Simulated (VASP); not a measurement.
Input of a VASP 6.6.1 run:

File INCAR:

```
PREC = Accurate
ENCUT = 520
EDIFF = 1E-6
ISMEAR = 0
SIGMA = 0.02
LREAL = F
LASPH = T
NELM = 100
ALGO = Normal
ISIF = 2
LWAVE = F
LCHARG = T
GGA = PE
LELF = T
LVHAR = T
NBANDS = 11
```

The input KPOINTS:

```
Automatic mesh
0
Gamma
  10 10 10
```

POSCAR

```
AlN
1.0
    0.0000000000      2.0046105854      2.0046105854
    2.0046105854      0.0000000000      2.0046105854
    2.0046105854      2.0046105854      0.0000000000
Al N
1 1
Direct
    0.5000000000      0.5000000000      0.5000000000
    0.0000000000      0.0000000000      0.0000000000
```

Potentials or basis: VASP PAW PBE potentials, release 64 (Al, N).

Command:

```console
$ cat potpaw_PBE.64/Al/POTCAR potpaw_PBE.64/N/POTCAR > POTCAR
$ mpirun -np 1 vasp_std > vasp.out
```

Question: Predict the pressure.

Answer: 12.2 GPa.

Question: Estimate the band gap on the k mesh.

Answer: 4.85 eV, indirect (least direct gap 6.05 eV).

A k mesh can miss the band edges.
